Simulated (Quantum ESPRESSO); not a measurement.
## MoSe2 under changes of volume

One of the cells (20.129 Å³/atom); the others are scaled copies at fixed shape and fractional positions:

```
CELL_PARAMETERS angstrom
3.28800 0.00000 0.00000
-1.64400 2.84749 0.00000
0.00000 0.00000 12.90000
ATOMIC_POSITIONS crystal
Mo 0.66667 0.33333 0.75000
Mo 0.33333 0.66667 0.25000
Se 0.66667 0.33333 0.37500
Se 0.33333 0.66667 0.87500
Se 0.66667 0.33333 0.12500
Se 0.33333 0.66667 0.62500
```

- Program: Quantum ESPRESSO 7.5
- Functional: LDA
- Potentials or basis: GBRV 1.5 LDA
- Cutoff: 612 eV
- Density cutoff: 4898 eV
- k mesh: 9 × 9 × 2
- Occupations: fermi-dirac, width 0.05 eV
- Spin: no spin polarisation

```tsv
volume (Å³/atom)	energy over the lowest point (meV/atom)	pressure (GPa)	largest force (eV/Å)
18.922	39.83	10.3	1.752
19.324	18.20	6.7	1.338
19.727	5.22	3.4	0.955
20.129	0.00	0.5	0.600
20.532	1.74	-2.1	0.272
20.935	?	?	?
21.337	23.31	-6.6	0.314
```

Q: What does the run at 20.935 Å³/atom give?

A: Energy over the lowest point 9.71 meV/atom; pressure -4.5 GPa; largest force 0.032 eV/Å.

Worked out: A Birch-Murnaghan fit of order 3 (a polynomial in V^(-2/3)) to the other rows has its minimum at 20.22 Å³/atom with B0 = V·E''(V) = 136 GPa and B' = 4.5 at fixed shape and positions, which overstates the stiffness. It gives 9.74 meV/atom at 20.935 Å³/atom, against the run's 9.71, and -dE/dV = -4.3 GPa, against -4.5.

Energies are extrapolated to zero smearing.

Caveats: the cell's inner coordinates are idealised or old, which leaves forces on the atoms.
